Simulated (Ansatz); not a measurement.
An Ansatz input:

```yaml
crystal:
  lattice:
    - [3.4420649897, 0.0, 0.0]
    - [-1.7210324948, 2.9809157225, 0.0]
    - [0.0, 0.0, 11.2417842562]
  atoms:
    - { symbol: Te, position: [0.0, 0.0, 0.0] }
    - { symbol: Te, position: [0.0, 0.0, 0.5] }
    - { symbol: Te, position: [0.3333333333, 0.6666666667, 0.25] }
    - { symbol: Te, position: [0.6666666667, 0.3333333333, 0.75] }
hamiltonian:
  xc: pbe
  pseudopotentials:
    kind: paw
    azcp:
      Te: "pseudopotentials/Te.paw.azcp"
basis:
  ecutwfc: 420
  fft_grid_basis: typed
kpoints:
  mp_grid: { grid: [11, 11, 3], shift: [0, 0, 0] }
magnetization:
  spin_polarized: false
scf:
  occupations: { method: fermi_dirac, width: 0.1 }
relax:
  max_steps: 60
  f_tol: 0.01
  cell: {}
```

Terminal output

```
Engine: ansatz 0.2.0, x86_64-unknown-linux-gnu
Pseudopotentials: kind: paw
Pseudopotential: Te, paw, valence charge 16, recommended cutoff 420 eV (normal) 
Functional definition: PBE
  parameter kappa = 0.804
  parameter beta = 0.06672455060314922
  exchange = pbe_x(kappa = kappa, mu = beta*pi^2/3)
  correlation = pbe_c(beta = beta)
Crystal: 4 atoms, lattice volume = 115.346 Å³
Basis set: ecut = 420 eV, 2233 PW (Γ), exchange–correlation on 48×48×160 points (8 copies of the dense FFT grid, shifted against one another)
Bands: 39, of which v1, the nominal top of the filled ones, is band 32 counted from 1 (31 counted from 0)
Symmetry: 24 space group operations
Space group: P63/mmc (ITA 194), of the structure as read, at distance tolerance 4.9e-5 Å
k-points: 32 of 363
Non-local potential: Te, projectors of the file, l = 0: 2, l = 1: 2, l = 2: 2, l = 3: 2
PAW form: soft (Blöchl's): semilocal exchange-correlation on the pseudo side does not see the compensation charge
PAW one-centre angular grid: Te, 590 points (default); XC on 64 Gauss nodes
Initial density: superposition of atomic densities (neutral atoms: chi_scale 0, normalization atom), corrected by the library's trained network
Initial wavefunctions: pseudopotential atomic-orbital guess
Functional: x = pbe(κ = 0.804, μ = 0.2195149727645171), c = pbe(β = 0.06672455060314922)
SCF iter   1: F=—  HF=-27918.259511 eV  |F-HF|=—  |Δ(HF+E_count)|=         —  Δρ=2.19e-3  dr2=5.40e-3  ethr=1.77e-3  ⟨swp⟩=8.9  Hψ=5457  notcnv=0
SCF iter   2: F=—  HF=-27918.256423 eV  |F-HF|=—  |Δ(HF+E_count)|=   3.09e-3  Δρ=1.33e-3  dr2=1.92e-3  ethr=8.44e-6  ⟨swp⟩=2.1  Hψ=1891  notcnv=0
SCF iter   3: F=—  HF=-27918.256438 eV  |F-HF|=—  |Δ(HF+E_count)|=   1.44e-5  Δρ=2.32e-4  dr2=5.15e-5  ethr=3.00e-6  ⟨swp⟩=2.8  Hψ=2261  notcnv=0
SCF iter   4: F=—  HF=-27918.256391 eV  |F-HF|=—  |Δ(HF+E_count)|=   4.67e-5  Δρ=8.82e-5  dr2=1.00e-5  ethr=8.05e-8  ⟨swp⟩=2.0  Hψ=2273  notcnv=0
SCF iter   5: F=—  HF=-27918.256366 eV  |F-HF|=—  |Δ(HF+E_count)|=   2.50e-5  Δρ=3.08e-5  dr2=1.41e-6  ethr=1.56e-8  ⟨swp⟩=2.0  Hψ=2267  notcnv=0
SCF iter   6: F=-27918.256366 eV  HF=-27918.256366 eV  |F-HF|=2.76e-8  |Δ(HF+E_count)|=   4.07e-7  Δρ=7.07e-6  dr2=9.87e-8  ethr=1.56e-10  ⟨swp⟩=3.4  Hψ=5087  notcnv=0
SCF 1 converged in 6 iterations: F = -27918.256366 eV  dr2 = 9.87e-8
relax step   1: F+E_penalty+E_count = -27918.25636580 eV  Δ(F+E_penalty+E_count) = +0.000e0 eV  max|allowed force component| = 5.782e-19 eV/Å  Δτ_max = 0.0000 Å  P = -0.887 GPa  Ω = 115.346 Å³  (6 SCF iters, dr2 threshold 1.00e-7 eV, accepted)
Crystal: 4 atoms, lattice volume = 112.662 Å³
...
iter 1 solved again at ethr=1.43e-7 eV; its pass at ethr=3.10e-3 eV (dr2=9.15e-5 eV) is discarded
SCF iter   1: F=—  HF=-27919.280309 eV  |F-HF|=—  |Δ(HF+E_count)|=         —  Δρ=3.52e-4  dr2=3.97e-6  ethr=1.43e-7  ⟨swp⟩=3.7  Hψ=8435  notcnv=0
SCF iter   2: F=—  HF=-27919.282581 eV  |F-HF|=—  |Δ(HF+E_count)|=   2.27e-3  Δρ=1.30e-5  dr2=1.35e-7  ethr=6.20e-9  ⟨swp⟩=2.0  Hψ=2184  notcnv=0
SCF iter   3: F=—  HF=-27919.282581 eV  |F-HF|=—  |Δ(HF+E_count)|=   5.55e-8  Δρ=4.48e-6  dr2=3.29e-8  ethr=2.10e-10  ⟨swp⟩=2.0  Hψ=2288  notcnv=0
SCF iter   4: F=—  HF=-27919.282581 eV  |F-HF|=—  |Δ(HF+E_count)|=   2.44e-8  Δρ=1.11e-6  dr2=3.33e-9  ethr=5.14e-11  ⟨swp⟩=2.0  Hψ=2280  notcnv=0
SCF iter   5: F=—  HF=-27919.282581 eV  |F-HF|=—  |Δ(HF+E_count)|=   1.22e-9  Δρ=2.49e-7  dr2=1.40e-10  ethr=5.20e-12  ⟨swp⟩=2.0  Hψ=1651  notcnv=0
SCF iter   6: F=-27919.282581 eV  HF=-27919.282581 eV  |F-HF|=3.64e-12  |Δ(HF+E_count)|=  2.18e-11  Δρ=3.42e-8  dr2=1.57e-12  ethr=1.00e-12  ⟨swp⟩=5.0  Hψ=4535  notcnv=0
SCF 14 converged in 6 iterations: F = -27919.282581 eV  dr2 = 1.57e-12
relax step  14: F+E_penalty+E_count = -27919.28258057 eV  Δ(F+E_penalty+E_count) = -7.278e-4 eV  max|allowed force component| = 1.561e-17 eV/Å  Δτ_max = 0.0000 Å  P = -0.026 GPa  Ω = 129.614 Å³  stress off target by 3.75e-2 GPa  SCF on the basis re-selected at this cell (its energy is not comparable with the rows above)  (6 SCF iters)
basis re-selected at this cell: Δ(F+E_penalty+E_count) = -7.278e-4 eV, ΔP = -0.005 GPa vs the last step (what re-selecting the basis moved, of the pressure what is left beyond the Pulay correction that the steps carried, after the strain that the cell walked since its last selection, with what the two solves' SCF thresholds leave and, on support functions, any second-order correction that the steps lacked; it is no measure of the basis error at this ecutwfc). This SCF's stress stands 3.75e-2 GPa from its target on what of the cell is left free (relax.cell.stress_tol is 5.00e-2 GPa) and its largest allowed force component is 1.56e-17 eV/Å (relax.f_tol is 1.00e-2 eV/Å): within both
SCF converged after 6 iterations
Free energy (F): -27919.282581 eV
Harris-Foulkes:  -27919.282581 eV  (|F-HF|=3.64e-12)
Internal energy: -27919.163310 eV  (E = F + TS)
E sigma→0 (E₀):  -27919.222945 eV
Entropy (-TS):   -0.119270 eV (-29.818 meV/atom)
Fermi energy:    9.441200 eV
--- Per-component energies (eV) ---
  E_band       = -1023.051824
  E_kinetic    = 719.130903
  E_local      = -4804.453307  (includes V_loc(G=0)·N_el)
  E_nonlocal   = -1242.254956
  E_hartree    = 3118.002852
  E_xc         = -495.802099
  E_vxc        = -414.569553  (∫ρ·V_xc dr)
  E_paw        = -18647.458782  (= ΣΔE_a)
  E_vpaw       = -1516.909982  (= ΣTr[D̂ρ^β])
  E_aug_tail   = -0.000706  (compensation charges beyond the density's cutoff)
  E_ewald      = -6566.327215
  E_smearing   = -0.119270  (= −TS)
  E_closure    = 0.000000  (closes the sum)
  Σ components = -27919.282581   (vs F -27919.282581, Δ=0.00e0)
--- Forces (eV/Å), atoms counted from 1 ---
  atom   1  Te    -0.00000000     0.00000000    -0.00000000
  atom   2  Te     0.00000000     0.00000000     0.00000000
  atom   3  Te     0.00000000    -0.00000000     0.00000000
  atom   4  Te     0.00000000     0.00000000    -0.00000000
  max |Σ_I F_I| component: 2.31e-18 eV/Å
--- Stress (GPa, compression-positive) ---
       -0.037505       0.000000       0.000000
        0.000000      -0.037505      -0.000000
        0.000000      -0.000000      -0.002280
  P = ⅓ Tr σ = -0.0258 GPa (-0.258 kbar)
--- Relaxed structure (12 steps of the walk, 12 accepted, 2 SCFs on fresh bases) ---
  F+E_penalty+E_count = -27919.28258057 eV   max|allowed force component| = 1.561e-17 eV/Å   (the final SCF, on the basis selected at the relaxed cell)
  cell:  # Å, volume = 129.6141 Å³
    - [4.238302540622326, -3.5545304314027493e-11, 1.3731848580732591e-33]
    - [-2.11915127028038, 3.6704776691208343, -1.0797206839622839e-33]
    - [4.781338886694062e-33, -1.4825857013004848e-33, 8.3317795073084]
  atoms:
    - { symbol: Te, position: [9.041730613492577e-35, -1.5750465986783451e-34, 1.2669936380724583e-35] }
    - { symbol: Te, position: [2.3492230333212742e-35, -1.4783018483314988e-34, 0.5] }
    - { symbol: Te, position: [0.33333333333333337, 0.6666666666666669, 0.25] }
    - { symbol: Te, position: [0.6666666666666669, 0.33333333333333337, 0.75] }
```
